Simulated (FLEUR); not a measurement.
**Au: equation of state with LDA exchange alone (X-alpha)**

**Measured values to compare with.**

From “Exploring toroidal anvil profiles for larger sample volumes above 4 Mbar”, 2024, pmc:11102561, for a bulk crystal of Au: bulk modulus 167 GPa.

Crystal: Au.

```xyz
1
Lattice="0.0000 2.0350 2.0350 2.0350 0.0000 2.0350 2.0350 2.0350 0.0000" Properties=species:S:1:pos:R:3 pbc="T T T"
Au    0.0000    0.0000    0.0000
```

* Program: FLEUR MaX-R8.1 (later development tree)
* Task: equation of state
* Functional: LDA exchange alone (X-alpha)
* Potentials or basis: all-electron
* Basis: FLAPW
* Kmax: 4.1 1/bohr
* k mesh: 11 × 11 × 11
* Occupations: fermi-dirac, width 0.05 eV
* Spin: no spin polarisation

```yaml
Equilibrium_volume: 17.39 Å³/atom
Bulk_modulus: 167 GPa
Pressure_derivative_of_the_bulk_modulus: "5.5 (rough: it moves with the points fitted)"
```

Energy against volume, from the lowest point:
```tsv
volume (Å³/atom)	energy (meV/atom)
15.843	86.79
16.181	50.35
16.855	8.56
17.529	0.00
17.866	6.02
```

A measured bulk modulus of Au is 167 GPa (quoted in “Exploring toroidal anvil profiles for larger sample volumes above 4 Mbar”, 2024, pmc:11102561); the calculated 167 GPa misses it by +0.2 %. The fit is for a static lattice scaled at fixed shape and fixed fractional positions.

The run has no spin-orbit coupling, so splittings on Au are missing.
